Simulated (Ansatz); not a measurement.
## Is this In₃As stable against decomposition?

These are results of DFT PBE, scalar-relativistic, plane waves, PAW in Ansatz 0.2.0, not measurements. Settings: cutoff 420 eV, Γ-centred meshes spaced at most about 0.3 Å⁻¹, and about 0.25 Å⁻¹ or finer for metals (2π included), Gaussian smearing. No spin polarisation.

Formation energies are uncorrected and refer to the elements' standard structures at the same level.

Temperature and zero-point effects are left out. The reference form of As is held partly by dispersion forces, which this level lacks.

The competitors are the elements and 2 reference phases of this chemical system (from databases or known types: In3As, InAs), relaxed at the same level; other known phases may be missing.

The candidate was reached from: GaAg3 type (P-6m2).

```cif
data_structure
_symmetry_space_group_name_H-M 'P-6m2'
_symmetry_Int_Tables_number 187
_cell_length_a 3.3710
_cell_length_b 3.3710
_cell_length_c 10.5184
_cell_angle_alpha 90.000
_cell_angle_beta 90.000
_cell_angle_gamma 120.000
_cell_volume 103.51
loop_
_atom_site_label
_atom_site_type_symbol
_atom_site_symmetry_multiplicity
_atom_site_Wyckoff_symbol
_atom_site_fract_x
_atom_site_fract_y
_atom_site_fract_z
_atom_site_occupancy
In1 In 1 f 0.66667 0.33333 0.50000 1
In2 In 2 h 0.33333 0.66667 0.22457 1
As1 As 1 e 0.66667 0.33333 0.00000 1
```

The lowest competing mixture at this composition:

```tsv
phase	space group	source	share of atoms	ΔE_f (eV/atom)
In	-	element	0.5000	-0.0017
InAs	F-43m (No. 216)	Materials Project	0.5000	-0.244
```

The lowest database cell of In (-0.0017) lies slightly below the reference, hence the non-zero entry.

Question: What are the hull's energy here, the candidate's formation energy and its margin?

Answer: The hull lies at -0.123 eV/atom, the weighted sum of the last column. The candidate has 0.125 eV/atom, which is 0.25 eV/atom above it. The candidate matches no cell in the subsets of the Crystallography Open Database and the Materials Project at hand. A phase this far over the hull is unlikely to be made.
